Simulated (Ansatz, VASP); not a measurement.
**LiF in VASP and in Ansatz**

Contents of INCAR:

```
PREC     = Accurate       # precision mode
ENCUT    = 520            # plane-wave cutoff, eV
EDIFF    = 1E-8           # SCF threshold, eV
ISMEAR   = -1             # smearing method
SIGMA    = 0.03           # smearing width, eV
LREAL    = False          # projectors in reciprocal space
LASPH    = True           # aspherical terms in the spheres
NELM     = 100            # most SCF steps
ALGO     = Normal         # electronic algorithm
ISIF     = 2              # what is computed and relaxed
LWAVE    = False          # write WAVECAR
LCHARG   = False          # write CHGCAR
GGA      = CA             # functional
LEFG     = True         
NBANDS   = 12             # bands
```

File KPOINTS:

```
regular mesh
0
Gamma
  10 10 10
```

The input POSCAR:

```
LiF
1.0
    0.0000000000      2.0535002244      2.0535002244
    2.0535002244      0.0000000000      2.0535002244
    2.0535002244      2.0535002244      0.0000000000
Li F
1 1
Direct
    0.0000000000      0.0000000000      0.0000000000
    0.5000000000      0.5000000000      0.5000000000
```

Input for Ansatz:

```yaml
crystal:
  lattice:
    - [0.0, 2.0535002244, 2.0535002244]
    - [2.0535002244, 0.0, 2.0535002244]
    - [2.0535002244, 2.0535002244, 0.0]
  atoms:
    - { symbol: Li, position: [0.0, 0.0, 0.0] }
    - { symbol: F, position: [0.5, 0.5, 0.5] }
kpoints:
  mp_grid: { grid: [10, 10, 10] }
scf:
  occupations: { method: fermi_dirac, width: 0.03 }
hamiltonian:
  xc: lda
  pseudopotentials: { kind: paw }
output:
  forces: true
  stress: true
  eigenvalues: true
  efg: { contact_densities: true }
  write_density: true
  write_potential: true
  elf: true
  volumetric_format: npy
```

Change from the starting cell: volume scaled by 1.06, PAW files.

Alike in both runs: task electric field gradients; functional LDA; k mesh 10 × 10 × 10; occupations fermi-dirac, width 0.03 eV; no spin polarisation.

|  | VASP | Ansatz |
| --- | --- | --- |
| version | VASP 6.6.1 | Ansatz 0.2.0 |
| potentials or method | VASP PAW LDA potentials, release 64 (Li_sv, F) | PAW with Ansatz's default frozen-core files, scalar-relativistic |
| plane-wave cutoff (eV) | 520 | 420 |
| valence electrons in the cell | 10 | 10 |

```tsv
	VASP	Ansatz	Ansatz less VASP
gap on the k mesh at the Fermi level (eV)	8.33	8.34	+0.009
Vzz of the field gradient on the site that differs most (V/Å²)	0.0	0.0	+0.01
```

 A k mesh can miss the band edges.
